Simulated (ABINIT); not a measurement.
# Ba (P6/mmm) in ABINIT: reference runs

Reference runs on Ba: the cell as given and a disturbed copy.

Everything below comes from runs of ABINIT 10.8.3 (patched build). Logs are shortened: lines on timing, memory, paths and dates and some standing lists are left out, and cuts for length are marked. The log counts tension as positive stress, the text compression.

## (1) The crystal as given

It takes space group P6/mmm (No. 191, hexagonal). Conventional cell: a = 4.312 Å, b = 4.312 Å, c = 3.913 Å, α = 90.00°, β = 90.00°, γ = 120.00°. Around Ba (site symmetry 6/mmm) lie 8 Ba at 3.91 to 4.31 Å.

This isn't the form of Ba at room conditions, which is bcc.

## (2) Single point, PBE

run.abi reads:

```
pp_dirpath "./"
pseudos "Ba.GGA_PBE-JTH.xml"

acell 8.1477690442 8.1477690443 7.3952793495
rprim
     1.0000000000     0.0000000000     0.0000000000
    -0.5000000000     0.8660254038     0.0000000000
     0.0000000000     0.0000000000     1.0000000000
ntypat 1
znucl 56
natom 1
typat 1
xred
     0.0000000000     0.0000000000     0.0000000000

ecut 15.0
pawecutdg 30.0
pawxcdev 0

kptopt 1
ngkpt 7 7 7
nshiftk 1
shiftk 0.0 0.0 0.0

ixc 11

nband 9
occopt 3
tsmear 0.05 eV

nstep 100
tolvrs 1.0e-9

iomode 3
prtwf 0
prtden 0
prteig 0
prtebands 0
```

Potentials or basis: JTH PAW PBE v2.0.

Launch:

```
$ abinit run.abi > log 2>&1
```

run.abo:

```text
.Version 10.8.3 of ABINIT
 Symmetries : space group P6/m m m (#191); Bravais hP (primitive hexag.)
================================================================================
 Values of the parameters that define the memory need of the present run
     intxc =       0    ionmov =       0      iscf =      17    lmnmax =      18
     lnmax =       6     mgfft =      30  mpssoang =       3    mqgrid =    3001
     natom =       1  nloc_mem =       2    nspden =       1   nspinor =       1
    nsppol =       1      nsym =      24    n1xccc =       1    ntypat =       1
    occopt =       3   xclevel =       2
       mpw =        1199          nfft =       24300          nkpt =          32
 PAW method is used; the additional fine FFT grid is defined by:
   mgfftf=        45    nfftf =     81000
================================================================================
================================================================================

--------------------------------------------------------------------------------
------------- Echo of variables that govern the present computation ------------
--------------------------------------------------------------------------------
 -outvars: echo values of preprocessed input variables --------
            acell      8.1477690442E+00  8.1477690443E+00  7.3952793495E+00 Bohr
              amu      1.37327000E+02
             ecut      1.50000000E+01 Hartree
              ixc          11
         kptrlatt        7    0    0      0    7    0      0    0    7
          kptrlen      5.17669554E+01
            natom           1
            nband           9
            ngfft          30      30      27
          ngfftdg          45      45      40
             nkpt          32
            nstep         100
             nsym          24
           ntypat           1
           occopt           3
        pawecutdg      3.00000000E+01 Hartree
         pawxcdev           0
           prtden           0
        prtebands           0
           prteig           0
            prtwf           0
            rprim      1.0000000000E+00  0.0000000000E+00  0.0000000000E+00
                      -5.0000000000E-01  8.6602540380E-01  0.0000000000E+00
                       0.0000000000E+00  0.0000000000E+00  1.0000000000E+00
          spgroup         191
           tolvrs      1.00000000E-09
           tsmear      1.83746611E-03 Hartree
            typat      1
           useylm           1
            znucl       56.00000

================================================================================

 chkinp: Checking input parameters for consistency.

================================================================================
== DATASET  1 ==================================================================

--- !DatasetInfo
iteration_state: {dtset: 1, }
dimensions: {natom: 1, nkpt: 32, mband: 9, nsppol: 1, nspinor: 1, nspden: 1, mpw: 1199, }
cutoff_energies: {ecut:  15.0, pawecutdg:  30.0, }
electrons: {nelect:   1.00000000E+01, charge:   0.00000000E+00, occopt:   3.00000000E+00, tsmear:   1.83746611E-03, }
meta: {optdriver: 0, ionmov: 0, optcell: 0, iscf: 17, paral_kgb: 0, }
...
[... 92 lines left out ...]

 ----iterations are completed or convergence reached----

 Mean square residual over all n,k,spin=   59.589E-09; max=  15.464E-06
 reduced coordinates (array xred) for    1 atoms
       0.000000000000      0.000000000000      0.000000000000
 rms dE/dt=  0.0000E+00; max dE/dt=  0.0000E+00; dE/dt below (all hartree)
    1       0.000000000000      0.000000000000      0.000000000000

 cartesian coordinates (angstrom) at end:
    1      0.00000000000000     0.00000000000000     0.00000000000000

 cartesian forces (hartree/bohr) at end:
    1     -0.00000000000000    -0.00000000000000    -0.00000000000000
 frms,max,avg= 0.0000000E+00 0.0000000E+00   0.000E+00  0.000E+00  0.000E+00 h/b

 cartesian forces (eV/Angstrom) at end:
    1     -0.00000000000000    -0.00000000000000    -0.00000000000000
 frms,max,avg= 0.0000000E+00 0.0000000E+00   0.000E+00  0.000E+00  0.000E+00 e/A
 length scales=  8.147769044200  8.147769044300  7.395279349500 bohr
              =  4.311613694967  4.311613695019  3.913413297362 angstroms
 Fermi (or HOMO) energy (hartree) =   0.07263   Average Vxc (hartree)=  -0.28084
 Eigenvalues (hartree) for nkpt=  32  k points:
 kpt#   1, nband=  9, wtk=  0.00292, kpt=  0.0000  0.0000  0.0000 (reduced coord)
  -0.99776   -0.44397   -0.44397   -0.44004   -0.02686    0.07670    0.13418    0.13418
   0.25023
      occupation numbers for kpt#   1
   2.00000    2.00000    2.00000    2.00000    2.00000    0.19637    0.00000    0.00000
   0.00000
 prteigrs : prtvol=0 or 1, do not print more k-points.

--- !EnergyTerms
iteration_state     : {dtset: 1, }
comment             : Components of total free energy in Hartree
kinetic             :  8.97299469047245E+00
hartree             :  4.38890463560312E+00
xc                  : -9.52477343204483E+00
Ewald energy        : -1.90188168881885E+01
psp_core            :  1.45086393562650E+00
local_psp           : -1.29137844582776E+01
PAW spherical_terms :  8.22304684809106E-01
internal            : -2.58223068319998E+01
'-kT*entropy'       : -3.54981338345399E-04
total_energy        : -2.58226618133382E+01
total_energy_eV     : -7.02670424502089E+02
...

--- !EnergyTermsDC
iteration_state     : {dtset: 1, }
comment             : '"Double-counting" decomposition of free energy'
band_energy         : -4.61059351199841E+00
Ewald energy        : -1.90188168881885E+01
psp_core            :  1.45086393562650E+00
xc_dc               : -5.78620022373758E+00
PAW spherical_terms :  2.14246322949105E+00
internal            : -2.58222834588070E+01
'-kT*entropy'       : -3.54981338345399E-04
total_energy_dc     : -2.58226384401453E+01
total_energy_dc_eV  : -7.02669788485111E+02
...

--- !EnergyTermsWithPAWCore
iteration_state     : {dtset: 1, }
comment             : 'Components of total free energy, including PAW core contributions'
Total energy        : -8.13562741557658E+03
Total energy DC     : -8.13562739220339E+03
Total energy (eV)   : -2.21381699958647E+05
Total energy DC (eV): -2.21381699322630E+05
...

 Cartesian components of stress tensor (hartree/bohr^3)
  sigma(1 1)=  1.35812552E-05  sigma(3 2)=  0.00000000E+00
  sigma(2 2)=  1.35812550E-05  sigma(3 1)=  0.00000000E+00
  sigma(3 3)= -1.07886067E-05  sigma(2 1)=  2.42771846E-14

-Cartesian components of stress tensor (GPa)         [Pressure= -1.6058E-01 GPa]
- sigma(1 1)=  3.99574322E-01  sigma(3 2)=  0.00000000E+00
- sigma(2 2)=  3.99574316E-01  sigma(3 1)=  0.00000000E+00
- sigma(3 3)= -3.17411768E-01  sigma(2 1)=  7.14259431E-10

== END DATASET(S) ==============================================================
================================================================================

 -outvars: echo values of variables after computation  --------
            acell      8.1477690442E+00  8.1477690443E+00  7.3952793495E+00 Bohr
           etotal     -2.5822638440E+01
            fcart     -0.0000000000E+00 -0.0000000000E+00 -0.0000000000E+00
            rprim      1.0000000000E+00  0.0000000000E+00  0.0000000000E+00
                      -5.0000000000E-01  8.6602540380E-01  0.0000000000E+00
                       0.0000000000E+00  0.0000000000E+00  1.0000000000E+00
           strten      1.3581255164E-05  1.3581254957E-05 -1.0788606708E-05
                       0.0000000000E+00  0.0000000000E+00  2.4277184598E-14
 Calculation completed.
```

Wall time 8.8 s (1 thread of Arm Neoverse V1, shared host); peak memory 0.09 GiB.

What came out:

* Free energy: -702.6698 eV
* Pressure: -0.2 GPa
* Band gap on the k mesh: none (metal or under the smearing width)
* Valence electrons inside the program's atomic spheres: Ba 6.48 (radii [1.2251] Å)

Levels at points of the mesh, in eV from the Fermi level:
```
           k point  band 2  band 3  band 4  band 5  band 6  band 7  band 8  band 9
(0.00, 0.00, 0.00)  -14.06  -14.06  -13.95   -2.71    0.11    1.67    1.67    4.83
```

Caveat: this set's barium file shifts pressures by 1.5 GPa and gaps by 0.1 eV against other sets.

## (3) Single point, PBE

run.py reads:

```python
import json, os
import numpy as np
from ase.units import GPa
from ase.calculators.abinit import Abinit, AbinitProfile
from ase import Atoms

atoms = Atoms(['Ba'],
              cell=[[4.3116136979, 0.0, 0.0], [-2.155806849, 3.7339669937, 0.0], [0.0, 0.0, 3.9134133]],
              scaled_positions=[[0.0, 0.0, 0.0]],
              pbc=True)

profile = AbinitProfile(command='abinit', pp_paths=[os.path.abspath('pseudos')])
params = dict(
    pps='pawxml', xc='PBE',
    ecut=408.1708,
    pawecutdg=816.3416,
    pawxcdev=0,
    kptopt=1,
    ngkpt=[7, 7, 7],
    nshiftk=1,
    shiftk=[0.0, 0.0, 0.0],
    ixc=11,
    nband=9,
    occopt=3,
    tsmear=0.05,
    nstep=100,
    tolvrs=1e-09,
    prtwf=0,
    prtden=0,
)

atoms.calc = Abinit(profile=profile, directory='run', **params)
energy = atoms.get_potential_energy()
forces = atoms.get_forces()
stress = atoms.get_stress()
print(f'energy {energy:.6f} eV')
print('forces (eV/A)')
print(np.round(forces, 5))
print('stress (GPa, Voigt, tension positive)', np.round(stress / GPa, 4))
json.dump(dict(energy=energy, forces=forces.tolist(), stress=stress.tolist(), cell=atoms.cell.tolist(), frac=atoms.get_scaled_positions(wrap=False).tolist()), open('results.json', 'w'))
```

Potentials or basis: JTH PAW PBE v2.0.

Launch:

```
$ python run.py
```

Run time: 9.4 s. Hardware: 1 thread of Arm Neoverse V1, shared host; peak memory 0.09 GiB.

The run converged. Its results:

```
Free energy                                           : -702.6698 eV
Pressure                                              : -0.2 GPa
Band gap on the k mesh                                : none (metal or under the smearing width)
Valence electrons inside the program's atomic spheres : Ba 6.48 (radii [1.2251] Å)
```

Stress tensor (GPa, compression positive):
```
-0.40  0.00  0.00
 0.00 -0.40  0.00
 0.00  0.00  0.32
```

Levels at points of the mesh, in eV from the Fermi level:
```csv
k point,band 1,band 2,band 3,band 4,band 5,band 6,band 7,band 8,band 9
"(0.00, 0.00, 0.00)",-29.13,-14.06,-14.06,-13.95,-2.71,0.11,1.67,1.67,4.83
```

Caveat: this set's barium file shifts pressures by 1.5 GPa and gaps by 0.1 eV against other sets. The run has no spin-orbit coupling, so splittings on Ba are missing.

## (4) Single point, PBE (cell strained at random at fixed volume)

run.abi reads:

```
# Pseudopotentials
pp_dirpath "./"
pseudos "Ba.GGA_PBE-JTH.xml"

# Structure
acell 3*1.0
rprim
     7.9791682503    -0.1116091146     0.0114082766
    -4.0862398370     7.1858177594     0.0220738909
     0.0103538094     0.0291131207     7.4748853853
ntypat 1
znucl 56
natom 1
typat 1
xred
     0.0021150000     0.0047450000    -0.0072310000
chkprim 0
chksymtnons 0
tolsym 1.0e-6

# Plane-wave basis
ecut 408.170794 eV
pawecutdg 30.0
pawxcdev 0

# k points
kptopt 1
ngkpt 7 7 7
nshiftk 1
shiftk 0.0 0.0 0.0

# Exchange and correlation
ixc 11

# Bands and occupations
nband 9
occopt 3
tsmear 0.00183747

# SCF cycle
nstep 100
tolvrs 1.0e-9

# Output
iomode 3
prtwf 0
prtden 0
prteig 0
prtebands 0
```

Launch:

```
$ abinit run.abi > log 2>&1
```

Run time: 47 s. Hardware: 1 thread of Arm Neoverse V1, shared host; peak memory 0.16 GiB.

Results (log left out):

| Item | Value |
| --- | --- |
| Free energy | -702.6694 eV |
| Pressure | -0.1 GPa |
| Band gap on the k mesh | none (metal or under the smearing width) |
| Valence electrons inside the program's atomic spheres | Ba 6.48 (radii [1.2251] Å) |

Stress tensor (GPa, compression positive):
```
 0.04  0.18  0.01
 0.18 -0.44  0.03
 0.01  0.03 -0.03
```

Levels at points of the mesh, in eV from the Fermi level:
```
           k point  band 1  band 2  band 3  band 4  band 5  band 6  band 7  band 8  band 9
(0.00, 0.00, 0.00)  -29.12  -14.05  -14.03  -13.97   -2.71    0.12    1.47    1.94    4.77
```

Caveat: this set's barium file shifts pressures by 1.5 GPa and gaps by 0.1 eV against other sets. The run has no spin-orbit coupling, so splittings on Ba are missing.
